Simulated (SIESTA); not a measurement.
MoS2 under changes of volume

One of the cells (18.982 Å³/atom); the others are scaled copies at fixed shape and fractional positions:

```
Mo S
1.0
     3.22746    0.00000    0.00000
    -1.61373    2.79507    0.00000
     0.00000    0.00000    6.31247
Mo S
1 2
Direct
  0.00000 0.00000 0.50000
  0.66667 0.33333 0.74468
  0.33333 0.66667 0.25532
```

Measurements of this composition are mostly on another form, of space group No. 194.

```yaml
Program: SIESTA 5.4.2
Functional: LDA
Potentials_or_basis: PseudoDojo 0.4 standard (LDA files)
Basis: DZP (energy shift 0.003 Ry; two zetas on semicore shells)
Grid_cutoff: 800 Ry
Energy_shift: 0.003 Ry
k_mesh: 9 × 9 × 4
Occupations: fermi-dirac, width 0.05 eV
Spin: no spin polarisation
```

| volume (Å³/atom) | energy over the lowest point (meV/atom) | pressure (GPa) | largest force (eV/Å) |
| --- | --- | --- | --- |
| 17.843 | 12.00 | 6.0 | 1.315 |
| 18.222 | ? | ? | ? |
| 18.602 | 0.00 | -0.6 | 0.548 |
| 18.982 | 5.04 | -3.5 | 0.206 |
| 19.361 | 16.39 | -6.0 | 0.110 |
| 19.741 | 33.41 | -8.3 | 0.400 |
| 20.120 | 55.47 | -10.3 | 0.672 |

What does the run at 18.222 Å³/atom give?

Energy over the lowest point 2.06 meV/atom; pressure 2.5 GPa; largest force 0.917 eV/Å.

Worked out: A Birch-Murnaghan fit of order 3 (a polynomial in V^(-2/3)) to the other rows has its minimum at 18.52 Å³/atom with B0 = V·E''(V) = 149 GPa and B' = 4.5 at fixed shape and positions, which overstates the stiffness. It gives 2.05 meV/atom at 18.222 Å³/atom, against the run's 2.06, and -dE/dV = 2.5 GPa, against 2.5.

Energies are extrapolated to zero smearing.

Caveats: the basis of atomic orbitals isn't converged, which shifts pressures, moduli and gaps; forces of over 1 eV/Å show positions far from the minimum, so gaps and moduli don't describe the material at rest (some runs).
